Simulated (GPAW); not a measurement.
Runs of GPAW 26.7.0 on MgB2. The structure is hexagonal, space group P6/mmm (No. 191). The conventional cell has a = 3.085 Å, b = 3.085 Å, c = 3.523 Å, α = 90.00°, β = 90.00°, γ = 120.00°. Mg (site symmetry 6/mmm) is surrounded by 12 B at 2.51 Å. B (site symmetry -6m2) has 3 B at 1.78 Å as nearest neighbours. 

```tsv
task	level	potentials or basis	cell	k mesh	cutoff (eV)	maxiter	exx fraction	optimizer	fmax	max steps	mesh quality	gap on the mesh (eV)	pressure (GPa)	relaxed volume (Å³/atom)
single point	PBE	GPAW PAW data sets (gpaw-data 1.2.1), pw	as given	8 × 8 × 6	600	80	-	-	-	-	not flagged	none	-1.1	-
single point	TB-mBJ	GPAW PAW data sets for LDA (gpaw-data 1.2.1), pw	as given	7 × 7 × 5	800	150	-	-	-	-	not flagged	none	-	-
hybrid scf	r2SCAN0+D3(BJ)	GPAW PAW data sets (gpaw-data 1.2.1), pw	as given	4 × 4 × 3	600	40	0.25	-	-	-	coarse	none	-	-
relaxation of cell and atoms	SOGGA	PAW data sets generated in the run's folder for this functional, pw	relaxed	7 × 7 × 5	800	150	-	BFGS	0.02 eV/Å	40	not flagged	none	-0.1	9.45
band structure	AM05	PAW data sets generated in the run's folder for this functional, pw	as given	7 × 7 × 5	800	150	-	-	-	-	not flagged	-	(a)	-
relaxation of cell and atoms	OLYP+D3(BJ)	PAW data sets generated in the run's folder for this functional, pw	relaxed	7 × 7 × 5	800	150	-	FIRE	0.02 eV/Å	100	not flagged	none	0.0	8.71
```

Alike in all rows: no spin polarisation; smearing fermi-dirac 0.05 eV.

Q: Estimate the missing entries.

A: (a) -3.6.

Caveats: some runs use coarse meshes; the PAW data sets were made with another functional, which shifts forces and pressure a little (some runs); pairwise dispersion overbinds metals, which lowers pressure and volume (some runs); later steps reuse the first step's grids (some runs); the cutoff is short for stress and forces, so pressures can be off by a GPa or more (some runs); a model potential gives levels but no total energy (some runs); exact exchange converges slowly with the k mesh, and this mesh is small (some runs); the scaled meta-GGA exchange is a class typed in the script (some runs).

A gap of «none» marks a metal or a gap under the smearing width.
